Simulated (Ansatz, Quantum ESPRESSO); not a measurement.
KBr: electronic dielectric constant by level of theory

The structure is cubic, space group Fm-3m (No. 225). The conventional cell has a = 6.600 Å, b = 6.600 Å, c = 6.600 Å, α = 90.00°, β = 90.00°, γ = 90.00°. Around Br (site symmetry m-3m) lie 6 K at 3.30 Å. K (site symmetry m-3m) has 6 Br at 3.30 Å as nearest neighbours.

| rung | level | program and potentials | cutoff (eV) | k mesh | task | electronic dielectric constant | miss | notes |
| --- | --- | --- | --- | --- | --- | --- | --- | --- |
| LDA | LDA | Quantum ESPRESSO, GBRV 1.5 LDA | 612 | 4 × 4 × 4, shifted | phonons | 2.76 | +16.9 % | cell relaxed first (32.24 Å³/atom) |
| LDA | LDA | Quantum ESPRESSO, PseudoDojo 0.4.1 SR LDA standard | 980 | 4 × 4 × 4, shifted | phonons | 2.76 | +16.9 % | cell relaxed first (32.31 Å³/atom) |
| GGA | AM05 | Quantum ESPRESSO, PseudoDojo 0.4.1 SR PBE standard | 1007 | 6 × 6 × 6, shifted | dielectric tensor | 2.55 | +8.1 % | potentials made for PBE |
| GGA | PBE | Quantum ESPRESSO, GBRV 1.5 PBE | 612 | 4 × 4 × 4, shifted | phonons | 2.51 | +6.4 % | cell relaxed first (37.13 Å³/atom) |
| GGA | PBE | Quantum ESPRESSO, PseudoDojo 0.4.1 SR PBE standard | 1007 | 4 × 4 × 4, shifted | phonons | 2.50 | +5.9 % | cell relaxed first (37.64 Å³/atom) |
| GGA | WC | Quantum ESPRESSO, PseudoDojo 0.4.1 SR PBE standard | 1007 | 6 × 6 × 6, shifted | dielectric tensor | 2.59 | +9.7 % | potentials made for PBE |
| GGA | revPBE | Quantum ESPRESSO, PseudoDojo 0.4.1 SR PBE standard | 1007 | 4 × 4 × 4, shifted | phonons | 2.36 | +0.0 % | potentials made for PBE; cell relaxed first (40.76 Å³/atom) |
| meta-GGA | r2SCAN | Ansatz, Ansatz PAW | 500 | 7 × 7 × 7 | Born charges and dielectric tensor | 2.45 | +3.8 % | potentials made for PBE, which Ansatz adapts in part |

All rows: no spin polarisation. The cell comes from a database and isn't always the measured one. Meshes differ between rows, which moves values too. All levels ran on this one cell, unrelaxed unless noted. Meshes are those of the run's cell of 2 atoms unless a note names another. Misses use the values as printed. Runs on faulty files, with rough fits or with known faults for this quantity aren't shown. No row holds spin-orbit coupling.

By rung: LDA in relaxed cells 2.76; GGA 2.55 to 2.59; GGA in relaxed cells 2.36 to 2.51; meta-GGA 2.45. Measured: 2.36 (a printed reference work). Closest is revPBE (+0.0 %), and PBE misses by +5.9 % to +6.4 % on plain settings. The runs are for a static lattice, while measurements hold temperature and zero-point motion.
